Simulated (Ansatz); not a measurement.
**Deforming NaI**

```
Na I
1.0
     0.00000    3.23640    3.23640
     3.23640    0.00000    3.23640
     3.23640    3.23640    0.00000
Na I
1 1
Direct
  0.00000 0.00000 0.00000
  0.50000 0.50000 0.50000
```

Atom numbers follow the list: Na1, I2.

The cell is COD entry 9008681, as deposited and not checked against the literature; nothing was relaxed.

Spin–orbit coupling is left out, though it moves levels of the heavy atoms by tenths of an eV or more.

All numbers below come from DFT, PBE, all-electron PAW with datasets made for the crystal, scalar-relativistic (Ansatz 0.2.0).

The runs use a Γ-centred 8×8×8 k mesh, Fermi–Dirac smearing of 0.02 eV, cutoff 260 eV (chosen by the program for this cell), no spin polarisation.

The unchanged cell is at 0.43 GPa.

x, y and z are the Cartesian axes of the cell as listed; fractional coordinates follow a strain, and an engineering shear is twice the off-diagonal strain component.

Vzz stands for the principal value of largest size of the field-gradient tensor, whatever its axis.

Spin–orbit coupling is left out, which moves gradients at and beside heavy atoms by some per cent and at worst by a factor of two.

Q: With this change (equal xy, yz and zx engineering shear strains of +1.5 %), what becomes of the energy and stress and field gradients and gap?

A: Energy change under 1 meV/atom; stress change (xx, yy, zz, yz, xz, xy) 0.00, 0.00, 0.00, -0.11, -0.11, -0.11 GPa, compression positive; Vzz in 10²¹ V/m²: Na1 0 → -0.04 (η = 0.00), I2 0 → 1.40 (η = 0.00); gap on the k mesh 3.64 → 3.61 eV.

With xy engineering shear strain of +2 %: energy change under 1 meV/atom; stress change (xx, yy, zz, yz, xz, xy) 0.00, 0.00, 0.00, 0.00, 0.00, -0.14 GPa, compression positive; Vzz in 10²¹ V/m²: Na1 0 → 0.03 (η = 0.95), I2 0 → -0.93 (η = 0.96); gap on the k mesh 3.64 → 3.60 eV.

With atom 2 (I) moved by (0.0000, 0.0000, 0.2000) Å: energy change +10 meV/atom; stress change (xx, yy, zz, yz, xz, xy) -0.04, -0.04, 0.73, 0.00, 0.00, 0.00 GPa, compression positive; change of the force on I2 (0.000, 0.000, -0.206) eV/Å; Vzz in 10²¹ V/m²: Na1 0 → -0.11 (η = 0.00), I2 0 → -0.47 (η = 0.00); gap on the k mesh 3.64 → 3.65 eV.

Q: What force constant does this one finite step give for I2 along its displacement (all its periodic images move with it)?

A: k = −ΔF·u/|u|² = 1.03 eV/Å², so the force pulls the atom back.
